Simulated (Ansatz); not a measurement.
CaF2 (fluorite), relaxed and computed with several functionals in Ansatz (plane waves, PAW). Much of their spread follows the volume that each gives.

```csv
functional,V (Å³/atom),B₀ by P(V) fit (GPa)
PBE,13.95,77.5
r²SCAN,13.42,?
HSE06,13.63,83.3
PBEsol,13.27,86.4
LDA,12.59,101
```

Task: Fit a straight line to ln B₀ against ln V and predict the withheld value.

Result: Least squares on the 4 shown rows: ln B₀ = -2.52 × ln V + (10.992), with a scatter of 1.2 %. For r²SCAN this gives 85.5. The run itself gave 89.5, a miss of 4.5 % of that, well beyond the scatter: the line misses something about this case.

All cells were relaxed under the symmetry of their starts (and spin orders); stability against distortions was not tested throughout.

Potentials: the earlier of the program's two PAW sets. The files were generated under PBE; for other functionals the program regenerates the frozen cores, and for LDA and PBEsol the local potential too.

Ansatz (a quantum-chemistry and plane-wave program) is a plane-wave DFT program.
